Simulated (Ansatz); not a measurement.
A run of Ansatz 0.2.0 is set up as follows.

input.yaml

```yaml
crystal:
  lattice:
    - [0.0, 4.1175163063, 4.2628978354]
    - [2.3895119538, 0.0, 4.2628978354]
    - [2.3895119538, 4.1175163063, 0.0]
  atoms:
    - { symbol: Ti, position: [0.75, 0.75, 0.75] }
    - { symbol: Ti, position: [0.5, 0.5, 0.5] }
    - { symbol: Si, position: [0.41256561, 0.08743439, 0.41256561] }
    - { symbol: Si, position: [0.08743439, 0.41256561, 0.08743439] }
    - { symbol: Si, position: [0.16256561, 0.83743439, 0.16256561] }
    - { symbol: Si, position: [0.83743439, 0.16256561, 0.83743439] }
hamiltonian:
  xc: pbe
  pseudopotentials: { kind: paw }
kpoints:
  mp_grid: { grid: [7, 7, 7] }
scf:
  occupations: { method: gaussian, width: 0.015 }
output:
  forces: true
  stress: true
  eigenvalues: true
  write_density: true
  write_potential: true
  elf: true
  volumetric_format: npy
```

Potentials or basis: Ansatz PAW.

Run with:

```bash
$ ansatz run input.yaml --threads 2 --pin off --max-ram 5632MiB --backend cpu --events-out ev --progress --plain --runs-dir out
```

**Question.** What does it give for the band gap on the k mesh?

**Answer.** None (metal or under the smearing width).

**Question.** Predict the pressure.

**Answer.** 2.1 GPa.

**Question.** Predict the largest force.

**Answer.** 0.014 eV/Å.

Forces on the atoms (eV/Å):
```
Ti   0.000  0.000  0.000
Ti   0.000  0.000  0.000
Si   0.000  0.014  0.000
Si   0.000 -0.014  0.000
Si   0.000  0.014  0.000
Si   0.000 -0.014  0.000
```
